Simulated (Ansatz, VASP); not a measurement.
# One calculation of SrO, two programs

The input INCAR:

```
ALGO = Normal ; EDIFF = 1E-7
ENCUT = 520 ; GGA = CA
ISIF = 2 ; ISMEAR = 0
LASPH = T ; LCHARG = T
LELF = T ; LREAL = F
LVHAR = T ; LWAVE = F
NBANDS = 15 ; NELM = 80
PREC = Accurate ; SIGMA = 0.05
```

Contents of KPOINTS:

```
k-points
0
Gamma
  8 8 8
```

File POSCAR:

```
SrO
1.0
    0.0000000000      2.6982900000      2.5055550000
    2.6982900000      0.0000000000      2.5055550000
    2.6982900000      2.6982900000      0.0000000000
Sr O
1 1
Direct
    0.0000000000      0.0000000000      0.0000000000
    0.5000000000      0.5000000000      0.5000000000
```

Input for Ansatz:

```yaml
crystal:
  lattice:
    - [0.0, 2.69829, 2.505555]
    - [2.69829, 0.0, 2.505555]
    - [2.69829, 2.69829, 0.0]
  atoms:
    - { symbol: Sr, position: [0.0, 0.0, 0.0] }
    - { symbol: O, position: [0.5, 0.5, 0.5] }
basis:
  ecutwfc: 420
kpoints:
  mp_grid: { grid: [8, 8, 8] }
hamiltonian:
  xc: lda
scf:
  occupations: { method: gaussian, width: 0.05 }
output:
  forces: true
  stress: true
  eigenvalues: true
```

Change from the starting cell: strain +0.050 along x and y, -0.025 along z, atoms carried along.

Alike in both runs: task single point; functional LDA; k mesh 8 × 8 × 8; occupations gaussian, width 0.05 eV; no spin polarisation.

```csv
,VASP,Ansatz
version,VASP 6.6.1,Ansatz 0.2.0
potentials or method,"VASP PAW LDA potentials, release 64 (Sr_sv, O)","scalar-relativistic, plane waves, PAW"
plane-wave cutoff (eV),520,420
valence electrons in the cell,16,16
```

```tsv
	VASP	Ansatz	Ansatz less VASP
gap on the k mesh at the Fermi level (eV)	2.80	2.86	+0.056
least direct gap on the mesh (eV)	3.05	3.06	+0.012
pressure (GPa)	-7.8	-8.4	-0.54
largest component of the traceless stress (GPa)	4.80	4.45	-0.350
```

A k mesh can miss the band edges.
